Q: If this form of silica is given a quarter more volume, do its Si–O bonds stretch?

A: Compare the shortest distance, which is the Si–O bond length d, with the volume per atom.

Ansatz 0.2.0, PBE without dispersion correction, PAW, plane waves to 420 eV, 6×6×6 k mesh, no spin polarization, for SiO₂ in space group I-42d. At each fixed volume, cell shape and atoms are relaxed within this symmetry (force tolerance 0.01 eV/Å). The ratio c/a refers to the conventional tetragonal cell; positive pressure means compression.

```
volume (relaxed cell) (Å³/atom)  c/a (relaxed cell)  shortest distance (relaxed cell) (Å)  pressure (GPa)
                         13.673              1.5397                                 1.625           3.600
                         14.139              1.5201                                 1.625           2.580
                         14.605              1.4989                                 1.625           1.650
                         15.071              1.4807                                 1.626           0.830
                         16.003              1.4544                                 1.626          -0.680
                         16.470              1.4414                                 1.626          -1.300
                         17.091              1.4271                                 1.626          -2.140
```

If all lengths grew alike, the bond would go from 1.625 Å in the densest cell to 1.75 Å in the most open one. It changes by only 0.001 Å. The room comes from the Si–O–Si bridges, which open from 134° to 163° as the SiO₄ tetrahedra turn about the c axis.

Q: So I can treat the tetrahedra as rigid bodies hinged at their corners?

A: Picture a flat sheet of rigid squares joined at their corners. Turning neighbouring squares in opposite senses shrinks the sheet, though no side gets shorter. Silica does much the same in the plane across c. The likeness ends there, because the sheet has no third direction, and that is where the rigid picture can be tested.

Q: What does it predict along c?

A: Two oxygens of each tetrahedron lie above its silicon and two below. In a regular tetrahedron these pairs are 2d/√3 apart in height, and the cell edge c spans four such heights:

c = 4 × 2d/√3 = 8d/√3

Turning about c leaves this height alone, so compression should shorten only the edge a. For the densest cell, c = 8 × 1.625 Å/√3 = 7.506 Å. The cell of twelve atoms has the volume a²c, hence

a = √(12 × 13.673 Å³ / 7.506 Å) = 4.68 Å
c/a = 1.605 (from the unrounded edges)

The calculation gives 1.540.

Q: Is that a serious miss?

A: It means that c is 2.7% shorter than regular tetrahedra allow, although the bonds have kept their length. The tetrahedra must therefore be flattened along c. Two of their O–Si–O angles have opened to 111.7° and the other four have closed to 108.4°, whereas a regular tetrahedron has six equal angles. The bonds are nearly rigid; the angles between them are not.

Q: Would I have noticed this from the Si–O–Si angle?

A: Hardly. The rigid model, which takes only the volume and the bond length from each row, gives that angle to within 0.6° throughout. The angle depends on the distance between neighbouring silicons:

(Si–Si distance)² = a²/4 + c²/16

At fixed volume a shorter c comes with a longer a, and near c/a = √2 the two changes almost cancel. The ratio c/a has no such protection, so it exposes the failure. The output after this text sets the model beside all seven rows.

Q: Why do the tetrahedra flatten at all? Is it the pressure?

A: They are flattened on both sides of zero pressure, at 0.83 GPa and at −0.68 GPa, so squeezing is not required. What matters is how far they have turned. With straight bridges and c/a = √2 the framework is cubic: its three axes are equivalent, and the tetrahedra are regular. Turning them about c singles out that axis, and symmetry then no longer holds the O–Si–O angles equal.

Q: Symmetry permits the change, but what makes it happen?

A: An energy balance. Near the regular shape, the cost of flattening grows as its square, so a very small flattening costs almost nothing. Once the tetrahedra have turned, the forces between them can favour one shape in direct proportion to the flattening. For small distortions that gain wins, and the minimum lies away from the regular shape. Which forces provide it, the table does not show.

Q: Can the numbers test any of that?

A: They can test how the flattening begins. Turning left or right gives equivalent structures, so the shortfall in c should start as the square of the turning angle. In the four most open cells it is 0.43 to 0.46% for each (10°)², nearly constant while the angle itself more than doubles. In the densest cell the ratio has dropped to 0.35%, so the square law overstates the flattening at large angles. This fits the symmetry argument, but it neither proves an exact square law nor identifies the forces.

Q: Might the cell shape simply not be fully relaxed?

A: Small differences between the stresses along c and a do remain, and they can disturb the steps from row to row. They change sign between 15.071 and 16.003 Å³ per atom, leaving c slightly too short on the dense side and slightly too long on the open side. The ratio above may therefore look more constant than it is. At 14.139 Å³ per atom, however, the two stresses agree to about 0.001 GPa, and c is still 2.5% too short. The flattening is therefore a property of the calculated structure, at least within the symmetry that the relaxation kept.

Q: How should I use the rigid picture, then?

A: Use it for the bond length and the bridge angle, and correct it for the cell edges. Suppose the tetrahedra have turned by 20°, between two of the rows. The square law with 0.44% puts c about 4 × 0.44 ≈ 1.8% below the regular value. As the bridges straighten, the correction fades and the rigid picture becomes sound for the edges too.

The analysis program printed:

```
Calculated cell against regular tetrahedra:
     row  a in A  c in A  regular c in A  regular c/a  Si-O-Si in deg  regular Si-O-Si in deg
  13.673   4.741     7.3           7.506        1.605             134                   134.5
  14.139   4.815   7.319           7.506        1.579             137                   137.5
  14.605    4.89    7.33           7.506        1.553           140.1                   140.5
  15.071   4.962   7.347            7.51         1.53           143.3                   143.6
  16.003   5.092   7.406            7.51        1.485             151                   151.1
   16.47   5.157   7.433            7.51        1.464           155.5                   155.6
  17.091   5.238   7.475            7.51        1.437           163.3                   163.3
Shape of the tetrahedra:
     row  two O-Si-O angles in deg  four O-Si-O angles in deg  turning angle in deg  c too short in %  % per (10 deg) squared  stress c minus a in GPa
  13.673                     111.7                      108.4                 28.18             2.743                  0.3454                   0.1137
  14.139                     111.5                      108.5                 26.33             2.486                  0.3587                 0.000748
  14.605                     111.4                      108.5                 24.37             2.345                  0.3948                   0.0368
  15.071                     111.2                      108.6                 22.42             2.178                  0.4332                  0.05684
  16.003                     110.6                      108.9                 17.76             1.387                  0.4398                 -0.06128
   16.47                     110.3                      109.1                 14.97             1.031                  0.4604                  -0.0469
  17.091                     109.8                      109.3                 10.24            0.4665                  0.4446                  -0.0531
Volume, last row over first: 1.25
Range of the Si-O distance in A: 0.001
Si-O in the last row if all lengths scaled alike from the first, in A: 1.75
Growth of a from first to last row in %: 10.48
Growth of c from first to last row in %: 2.403
Share of the logarithmic volume change carried by c in %: 10.64
Regular c/a minus calculated c/a, first row: 0.06558
Regular c/a minus calculated c/a, last row: 0.01004
Largest error of the regular model in the Si-O-Si angle in deg: 0.5509
Effect of rounding the bond length on the regular c in %: 0.03076
Volume with straight bridges and the last row's bond in A3 per atom: 17.65
```
